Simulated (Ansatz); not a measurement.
A 6-atom cell of Ag2O started from a crystallographic database at its r2SCAN geometry, run in the PAW code Ansatz at 2 levels of theory. No spin polarisation and no zero-point or thermal motion.

The LDA input:
```yaml
crystal:
  lattice:
    - [4.7561179341, 0.0, 0.0]
    - [0.0, 4.7561179341, 0.0]
    - [0.0, 0.0, 4.7561179341]
  atoms:
    - { symbol: Ag, position: [0.25, 0.25, 0.25] }
    - { symbol: Ag, position: [0.25, 0.75, 0.75] }
    - { symbol: Ag, position: [0.75, 0.75, 0.25] }
    - { symbol: Ag, position: [0.75, 0.25, 0.75] }
    - { symbol: O, position: [0.0, 0.0, 0.0] }
    - { symbol: O, position: [0.5, 0.5, 0.5] }
kpoints:
  mp_grid: { grid: [6, 6, 6] }
  band_path:
    path: [[0.0, 0.0, 0.0], [0.0, 0.5, 0.0], [0.5, 0.5, 0.0], [0.5, 0.5, 0.5]]
    npoints: 1
hamiltonian:
  xc: lda
scf:
  occupations: { method: fermi_dirac, width: 0.02 }
  n_extra_bands: 5
output:
  forces: true
  stress: true
  eigenvalues: true
  write_density: true
  write_potential: true
  elf: true
  volumetric_format: npy
```

Main results, then, where recorded, the levels near the gap in eV from the Fermi energy (columns number the bands from 0), one row a point of the path (Γ, X, M, R):
```
Crystal: 6 atoms, lattice volume = 107.587 Å³
Symmetry: 48 space group operations
Space group: Pn-3m (ITA 224)
```
```
Basis set: ecut = 420 eV, 2103 PW (Γ)
k-points: 20 of 216
SCF converged after 7 iterations
Free energy (F): -30937.913112 eV
Internal energy: -30937.912648 eV  (E = F + TS)
E sigma→0 (E₀):  -30937.912880 eV
Entropy (-TS):   -0.000464 eV (-0.077 meV/atom)
Fermi energy:    10.116143 eV
--- Stress (GPa, compression-positive) ---
       -6.447225       0.000000       0.000000
        0.000000      -6.447225       0.000000
        0.000000       0.000000      -6.447225
  P = ⅓ Tr σ = -6.4472 GPa (-64.472 kbar)
```
```tsv
band_40	band_41	band_42	band_43	band_44	band_45	band_46
-2.534	-0.049	-0.019	-0.019	-0.019	1.967	1.967
-1.593	-1.593	-0.483	-0.483	1.979	1.979	4.646
-1.609	-1.609	-0.825	-0.825	1.995	1.995	3.623
-1.725	-0.693	-0.693	-0.693	2.497	2.497	2.497
```

LDA gives a gap of zero: filled and empty bands touch at Γ.

**Question.** In the first input these blocks are replaced (the band path and keys that only write files left aside):
```yaml
hamiltonian:
  xc: r2scan
```
What comes out?

**Answer.**
```
Basis set: ecut = 500 eV, 2777 PW (Γ)
k-points: 20 of 216
SCF converged after 8 iterations
Free energy (F): -31548.631708 eV
Internal energy: -31548.631697 eV  (E = F + TS)
E sigma→0 (E₀):  -31548.631703 eV
Entropy (-TS):   -0.000012 eV (-0.002 meV/atom)
Fermi energy:    10.406477 eV
--- Stress (GPa, compression-positive) ---
        0.031375       0.000000       0.000000
        0.000000       0.031375       0.000000
        0.000000       0.000000       0.031375
  P = ⅓ Tr σ = 0.0314 GPa (0.314 kbar)
```
```tsv
band_40	band_41	band_42	band_43	band_44	band_45	band_46
-2.865	-0.132	-0.132	-0.132	0.109	2.337	2.337
-1.737	-1.737	-0.594	-0.594	2.217	2.217	5.016
-1.753	-1.753	-0.944	-0.944	2.315	2.315	3.925
-1.906	-0.812	-0.812	-0.812	2.833	2.833	2.833
```
r2SCAN gives a direct gap of 0.24 eV at Γ. The mean stress is close to zero (0.03 GPa).

Totals of different functionals can't be compared.

Spin-orbit coupling is left out.
